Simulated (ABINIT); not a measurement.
Wanted: the native input for an ABINIT 10.8.3 (patched build) run.

```
Task                                            : single point
Functional                                      : PBE
Potentials or basis                             : JTH PAW PBE v2.0
Cutoff                                          : 435 eV
k mesh                                          : 11 × 11 × 6
Occupations                                     : fermi-dirac, width 0.05 eV
Spin                                            : no spin polarisation
Fine-grid cutoff                                : 870.764 eV
Exchange and correlation inside the PAW spheres : full angular mesh (pawxcdev 0, this build's default; the released program takes 1)
```

The system is Ir.

```
Ir
1.0
     2.75138    0.00000    0.00000
    -1.37569    2.38276    0.00000
     0.00000    0.00000    4.46229
Ir
2
Direct
  0.33333 0.66667 0.25000
  0.66667 0.33333 0.75000
```

This isn't the form of Ir at room conditions, which is fcc.

One way to write it, as run:

run.abi

```
# Pseudopotentials
pp_dirpath "./"
pseudos "Ir.GGA_PBE-JTH.xml"

# Structure
acell 3*1.0
rprim
     5.1993506861     0.0000000000     0.0000000000
    -2.5996753431     4.5027697773     0.0000000000
     0.0000000000     0.0000000000     8.4325059887
ntypat 1
znucl 77
natom 2
typat 1 1
xred
     0.3333333333     0.6666666667     0.2500000000
     0.6666666667     0.3333333333     0.7500000000

# Plane-wave basis
ecut 16.0
pawecutdg 32.0

# k points
kptopt 1
ngkpt 11 11 6
nshiftk 1
shiftk 0.0 0.0 0.0

# Exchange and correlation
ixc 11

# Bands and occupations
nband 19
occopt 3
tsmear 0.05 eV

# SCF cycle
nstep 100
tolvrs 1.0e-9

# Output
iomode 3
prtwf 0
prtden 0
prteig 0
prtebands 0
enunit 2
```

Potentials or basis: JTH PAW PBE v2.0.

Command:

```console
$ abinit run.abi > log 2>&1
```

Results of the run:

| Quantity | Value |
| --- | --- |
| Pressure | -1.6 GPa |
| Band gap on the k mesh | none (metal or under the smearing width) |
| Valence electrons inside the program's atomic spheres | Ir 13.54 (radii [1.3286] Å) |

Run time: 21 s on 1 thread of Arm Neoverse V2, on a shared host, peak memory 0.11 GiB.
